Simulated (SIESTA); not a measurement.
The system is CdO (Monteponite).

```
Cd O
1.0
     0.00000    2.34950    2.34950
     2.34950    0.00000    2.34950
     2.34950    2.34950    0.00000
Cd O
1 1
Direct
  0.00000 0.00000 0.00000
  0.50000 0.50000 0.50000
```

Base run:

```yaml
Program: SIESTA 5.4.2
Functional: PBEsol
Potentials_or_basis: PseudoDojo 0.4 standard (PBEsol files)
Basis: DZP (energy shift 0.002 Ry)
Grid_cutoff: 800 Ry
Energy_shift: 0.002 Ry
k_mesh: 8 × 8 × 8
Occupations: fermi-dirac, width 0.05 eV
Spin: no spin polarisation
```

Its results: band gap on the k mesh none (metal or under the smearing width); pressure 0.2 GPa.

Problem. The run is repeated on the same cell with these changes: functional from PBEsol to SOGGA; k mesh from 8 × 8 × 8 to 10 × 10 × 10. What comes out?

Solution. Band gap on the k mesh none (metal or under the smearing width); pressure -0.9 GPa.

Several settings changed at once, so the effect can't be laid on one alone.

Caveats: semicore shells carry a single zeta, which can move pressures by several GPa and volumes by a few percent; the basis of atomic orbitals isn't converged, which shifts pressures, moduli and gaps; the basis holds too few empty states to meet the f-sum rule, so the spectrum is short of weight at high energy (some runs); the potentials were made for another functional, which shifts forces and pressure (some runs).
